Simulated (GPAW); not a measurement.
# Equation of state of Cu under revPBE+D4

```yaml
crystal:
  lattice:
    - [2.55619, 0.00000, 0.00000]
    - [1.27810, 2.21373, 0.00000]
    - [1.27810, 0.73791, 2.08712]
  atoms:
    - { symbol: Cu, position: [0.00000, 0.00000, 0.00000] }
```

The cell was scaled at fixed shape and fractions and run with GPAW, the program's PAW data sets (release 1.2.1) made for this functional, cutoff 600 eV; revPBE+D4, k mesh 13 × 13 × 13 on the cell of 1 atom, fermi-dirac occupations of 0.05 eV, no spin polarisation, no spin-orbit coupling. Energies are those that the program minimises, any entropy of the smearing included. For a metal such a mesh isn't converged to the digits shown.

```csv
V (Å³/atom),energy over the lowest row (meV/atom)
11.1018,3.32
11.3380,0.00
11.5742,1.85
11.8104,8.24
12.0466,?
12.2828,32.50
12.5190,49.50
```

Task: Fit the third-order Birch-Murnaghan form, give V0, B0 and B′, and predict the energy left open.

Result: With y = (V0/V)^(2/3), E = E0 + (9 V0 B0/16) [(y - 1)³ B′ + (y - 1)² (6 - 4y)]. Least squares through the rows shown give V0 = 11.3669 Å³/atom, E0 = -0.03 meV, B0 = 165.4 GPa (1 eV/Å³ = 160.218 GPa) and B′ = 5.11, with a largest miss of 0.01 meV. At V = 12.0466 the form with these constants gives 18.61 meV; the run gave 18.62 meV an atom. Measured volume: 11.81 Å³/atom at 298 K (pmc:10490242, doi:10.3390/nano13172448), so the fit lies -3.8 % from it. Measured modulus: 139 GPa (pmc:10161880, doi:10.1107/S160057752300108X), so the fit lies +19.0 % from it. The runs are for a static lattice.

The fit describes copper that is too compact and too stiff, and the two errors are largely one. With B′ at 5.11 the modulus falls quickly on expansion, and following the fitted curve out to the measured volume brings it close to the measured 139 GPa. The curvature is therefore reasonable for a given volume, while the equilibrium is misplaced.

revPBE without dispersion is known to bind metals such as copper too weakly and to give too large a volume, so the contraction probably comes from the added pairwise attraction. In a metal the conduction electrons screen such interactions, and a correction built from atomic polarisabilities may capture this only in part. Thermal expansion and zero-point motion account for some of the difference from the room-temperature volume, but are too small in copper to explain most of it.

The close match at the open point shows that the energy curve is smooth and well interpolated; it says nothing about how well the functional describes copper's bonding.
